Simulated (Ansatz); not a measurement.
Crystal: TiSe.

```
Ti Se
1.0
     0.00000    3.10300    3.10300
     3.10300    0.00000    3.10300
     3.10300    3.10300    0.00000
Ti Se
1 1
Direct
  0.00000 0.00000 0.00000
  0.25000 0.25000 0.25000
```

The cell comes from a database or a generator and needn't be the stable form of this composition.

Base run:

```yaml
Program: Ansatz 0.2.0
Functional: r2SCAN
Potentials_or_basis: Ansatz PAW
Cutoff: "500 eV (not typed: the program's choice for these potentials)"
k_mesh: 8 × 8 × 8
Occupations: fermi-dirac, width 0.05 eV
Spin: no spin polarisation
Hubbard_terms: Ti d U = 2 eV
```

Its results: band gap on the k mesh none (metal or under the smearing width); pressure -9.7 GPa.

Question: The run is repeated on the same cell with these changes: hubbard terms from Ti d U = 2 eV to Ti d U = 1 eV. What comes out?

Answer: Band gap on the k mesh none (metal or under the smearing width); pressure -10.7 GPa.

Caveats: U without spin polarisation on a metal has little footing; the PAW data sets come from PBE, with cores solved anew for the run's functional, which leaves a small shift of forces and pressure.
